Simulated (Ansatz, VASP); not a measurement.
## One calculation of GaSb (soc), two programs

```
CELL_PARAMETERS angstrom
0.00000 3.05561 3.05561
3.05561 0.00000 3.05561
3.05561 3.05561 0.00000
ATOMIC_POSITIONS crystal
Ga 0.00000 0.00000 0.00000
Sb 0.25000 0.25000 0.25000
```

Alike in both runs: task single point; functional PBEsol; k mesh 12 × 12 × 12; occupations gaussian, width 0.1 eV; non-collinear spin, spin-orbit coupling.

|  | VASP | Ansatz |
| --- | --- | --- |
| version | VASP 6.6.1 | Ansatz 0.2.0 |
| potentials or method | VASP PAW PBE potentials, release 64 (Ga_d, Sb) | plane waves, PAW |
| plane-wave cutoff (eV) | 520 | 420 |
| valence electrons in the cell | 18 | 28 |

|  | VASP | Ansatz | Ansatz less VASP |
| --- | --- | --- | --- |
| gap on the k mesh at the Fermi level (eV) | none | none | - |
| pressure (GPa) | 0.2 | 0.0 | -0.12 |
| net moment per atom (μB) | 0.00 | 0.00 | 0.000 |

A gap of «none» marks a metal or a gap that the smearing closes. The two sets of potentials don't hold the same shells in valence.

Caveats: the PAW data sets were made with another functional, which shifts forces and pressure a little (VASP).
